## Question

Strontium oxide has the rock-salt structure. Each O has 12 nearest O neighbours, and six more O stand in line behind its six Sr neighbours. The table lists energy levels from a PBE calculation at seven points of the Brillouin zone.

Kohn–Sham levels of rock-salt SrO, calculated with exciting sodium (all-electron LAPW+lo, PBE) without spin polarisation or spin–orbit coupling. The runs use a 9×9×9 k mesh, rgkmax 7.5 and Fermi–Dirac smearing of 0.05 eV. Levels are counted from the valence top, and the third reciprocal coordinate of every point is 0.

| point a (reciprocal cell vector) | point b (reciprocal cell vector) | level under 4 (eV) | level under 3 (eV) | level under 2 (eV) | level under 1 (eV) | level over 1 (eV) |
| --- | --- | --- | --- | --- | --- | --- |
| 0.0000 | 0.0000 | -13.916 | 0.000 | 0.000 | 0.000 | 4.066 |
| 0.1111 | 0.0000 | -13.661 | -0.364 | -0.156 | -0.155 | 4.628 |
| 0.2222 | 0.0000 | -13.255 | -1.083 | -0.514 | -0.514 | 5.879 |
| 0.4444 | 0.0000 | -12.776 | -2.098 | -1.090 | -1.090 | 6.566 |
| 0.2222 | 0.1111 | -13.337 | -1.116 | -0.312 | -0.232 | 5.427 |
| 0.7778 | 0.2222 | -13.024 | -1.644 | -0.990 | -0.366 | 6.010 |
| 0.5556 | 0.4444 | -14.032 | -0.405 | -0.299 | -0.191 | 3.659 |

The columns point a and point b are coordinates along two reciprocal cell vectors; the third coordinate is zero. Γ is at (0, 0), L at (½, 0) and X at (½, ½), so, with the rows numbered from the top as level points, level point 1 is Γ, level point 4 lies near L and level point 7 near X. "Level under 1" to "level under 4" count downwards through the filled levels, "level over 1" is the lowest empty one, and zero is the valence top. The top three filled levels are the O 2p bands.

1. Where are the highest filled and the lowest empty level of the table?
2. Over its whole mesh the same calculation finds a gap of 3.378 eV and a smallest vertical gap, with both levels at one point, of 3.459 eV. What follows for the filled levels away from Γ?
3. Why do the three O 2p levels coincide at Γ but split into one and two towards L?
4. Why does their mean sink towards L, yet stand high near X?
5. Estimate that mean near X from its value near L.
6. Does the same reasoning account for level under 4?
7. What would change if Mg replaced Sr?
8. Which digits can be trusted, and what would an even mesh add?

## Model answer

**1.** The highest filled level is at Γ. The lowest empty one is near X, at 3.659 eV, while the lowest empty level at Γ is at 4.066 eV. An electron lifted across the smallest gap must therefore change its wave vector as well as its energy: on this mesh the gap is indirect.

**2.** The mesh gap is 0.28 eV smaller than the lowest empty level in the table, so the true edge on this mesh is at another point. Consider the point with the smallest vertical gap. Its empty level is at 3.378 eV or higher, so its filled level is at 3.378 − 3.459 = −0.081 eV or higher. This point is not Γ, where the vertical gap is 4.066 eV. The filled bands thus come within a tenth of an electronvolt of their top at a second place, probably close to X.

**3.** At Γ all cells are in step, and cubic symmetry makes the three p directions equal. Towards L the wave singles out one body diagonal. The two p orbitals across it remain equivalent, while the one along it becomes different.

Near L, successive O layers along this diagonal have opposite phase. The p orbitals that point from layer to layer then meet with lobes of like sign, which is bonding. The empty Sr 5s orbital also matches this level and not the pair, and pushes it down (see part 4). Theory thus expects it to be the lowest, though the table cannot tell how much each cause gives. The table agrees: the single level is at −2.098 eV and the pair at −1.090 eV.

**4.** Taking the mean of the three levels removes this splitting and leaves the common shift. If electrons hopped only between nearest O atoms, the mean would follow the average phase of the 12 neighbours. All 12 are in step at Γ. At L six are in step and six opposite, and at X four are in step and eight opposite, so X should lie even lower than L. In the calculation the mean near X is 1.1 eV *higher* than near L, so nearest-neighbour hopping alone cannot explain the trend.

Now count the six O atoms behind the Sr neighbours. They are all in step at Γ and at X, and all opposite at L. That is the order the table shows. These atoms are 2 × 2.566 = 5.13 Å away, too far for much direct overlap, so the Sr atom between them has to carry the coupling.

The signs of the lobes show how it does so. Take two O 2p orbitals that point at the same Sr from opposite sides.

- **In step (Γ, X):** the lobes facing Sr have opposite signs. This pattern matches a p orbital on Sr. The filled Sr 4p shell lies below O 2p, and since two levels that mix repel each other, it pushes O 2p up.
- **Opposite (L):** the lobes facing Sr have the same sign. This pattern matches the empty Sr 5s and 4d orbitals. They lie above O 2p and push it down.

Both effects favour Γ and X over L. The order of the levels comes from the calculation; the part played by each Sr shell is argued from symmetry.

**5.** Let p be the average phase factor of the six O atoms behind Sr: 1 if all are in step, −1 if all are opposite. Assume that the mean O 2p level sinks in proportion to 1 − p. The six atoms form three pairs, with phases a + b, a − b and b − a in units of a full turn.

- Near L, a = 4/9 and b = 0. All three cosines are cos 160°, so p = −0.94.
- Near X, a = 5/9 and b = 4/9. The cosines are 1, 0.766 and 0.766, so p = 0.84.

The mean near L is −1.43 eV. The estimate near X is therefore

−1.43 eV × (1 − 0.84) / (1 + 0.94) ≈ −0.1 eV.

The calculated mean is −0.30 eV. The estimate finds the return to the top of the band but overdoes it by about 0.2 eV. Direct hopping between nearest O atoms would lower this point and may explain the difference. The difference does not measure that hopping, since Sr 4p is expected to push X up more than Γ (part 7) and the two partly cancel. Nor can it explain the smaller misses of 0.05 and 0.1 eV at level points 2 and 3, where both routes give curves of the same shape.

**6.** Yes, with the roles exchanged. Level under 4 is taken to be the top of a deeper group formed by O 2s and Sr 4p; this is standard chemistry, as the table gives no orbital characters. An s orbital has the same sign on all sides, so two O 2s orbitals match a Sr 4p orbital between them only when they are *opposite* in phase. Mixing is therefore allowed at L and forbidden at Γ and X.

Where the two filled shells mix, they repel each other and the upper level rises. Level under 4 is indeed 1.14 eV higher near L than at Γ, whereas near X it is 0.12 eV lower than at Γ. The repulsion of part 4 may add to this: where Sr 4p pushes O 2p up, at Γ and X, it is itself pushed down.

**7.** Two things that Sr supplies would go. Mg has no low-lying empty d shell. The low empty level near X is, by standard chemistry, mainly Sr 4d, so with Mg the lowest empty level is at Γ and the gap becomes direct. Mg also has no filled p shell close below O 2p, since its 2p electrons are far deeper. The upward push therefore weakens, and X loses more of it than Γ: at Γ the O 2p orbitals lying sideways to the metal atom partly cancel the mixing of those that point at it, while at X they do not. Mg is also the smaller ion, so the O atoms stand closer together and the direct hopping between them grows. Both changes should make the O 2p bands at X sink relative to their top at Γ.

**8.** The third decimal should not be trusted, since the cutoffs are working values and not limits. At level point 2 the upper pair must be equal by symmetry, yet the table shows −0.156 and −0.155 eV; a much smaller numerical difference can become such a step through rounding. Spin–orbit coupling is left out. It would split the triple level at Γ by some hundredths of an electronvolt, a rough figure. The Sr 4p shell is expected to split by about an electronvolt, so level under 4 would move by tenths.

An odd mesh of nine divisions steps over X and L; an even one centred on Γ has points exactly there. If the lowest empty level is at X itself, the gap would come out somewhat below 3.378 eV. The filled top at X is untested too: should it rise above that at Γ, the gap would be direct at X. Such corrections are probably small beside the error of PBE, since the measured gap is roughly 5 to 6 eV. Differences among the O 2p levels are the safer use of this table.

## Remarks on the reasoning

The deciding step is the choice of level point 7. Along the line from Γ to L, hopping between nearest O atoms and hopping across Sr give curves of the same shape. Agreement at level points 1 to 4 could therefore never tell them apart. Near X the two routes predict opposite behaviour.

The estimate in part 5 takes its zero from Γ and its depth from level point 4, so level point 7 sets neither. Its high mean did, however, help to choose the route across Sr in part 4, so only the size of the return is tested there. It is also the point where the estimate does worst; the printed analysis after this text shows the others. The comparison supports a coupling that reaches the O atoms behind Sr, but it cannot separate the push from Sr 4p from that of the empty shells.

The rows are not steps along one path. Level points 1 to 4 do lie on a line, but 5, 6 and 7 lie elsewhere in the zone. For a neighbouring rock-salt oxide, ask first which metal shells lie close to O 2p, and then at which points their symmetry lets them mix.

The analysis program printed:

```
Gaps and O 2p levels in eV:
     row  vertical gap  spread of the three O 2p levels  mean O 2p level
     0.0         4.066                                0                0
  0.1111         4.783                            0.209           -0.225
  0.2222         6.393                            0.569          -0.7037
  0.4444         7.656                            1.008           -1.426
  0.2222         5.659                            0.884          -0.5533
  0.7778         6.376                            1.278               -1
  0.5556          3.85                            0.214          -0.2983
Phase factors and estimate of the mean O 2p level in eV:
     row  mean phase of 12 nearest O  mean phase of 6 O behind Sr  estimate across Sr  estimate less computed
     0.0                           1                            1                   0                       0
  0.1111                       0.883                       0.7661              -0.172                 0.05303
  0.2222                      0.5869                       0.1738             -0.6074                 0.09623
  0.4444                      0.0302                      -0.9396              -1.426                       0
  0.2222                      0.6076                       0.3441             -0.4822                 0.07113
  0.7778                      0.1259                      -0.2931             -0.9507                 0.04933
  0.5556                     -0.3321                       0.8438             -0.1148                  0.1835
Lowest empty level at Gamma less that near X (eV): 0.407
Lowest listed empty level less the gap on the mesh (eV): 0.2809
Lowest empty level at Gamma less the gap on the mesh (eV): 0.6879
Smallest vertical gap on the mesh less the gap on the mesh (eV): 0.08056
Smallest listed vertical gap less the smallest on the mesh (eV): 0.3914
Mean O 2p level near X less that near L (eV): 1.128
Largest miss of the estimate in size (eV): 0.1835
Fourth level down near L less that at Gamma (eV): 1.14
Fourth level down near X less that at Gamma (eV): -0.116
Rank correlation of the fourth level down with the mean O 2p level: -0.8929
Split of the upper pair at the first step from Gamma (eV): 0.001
```
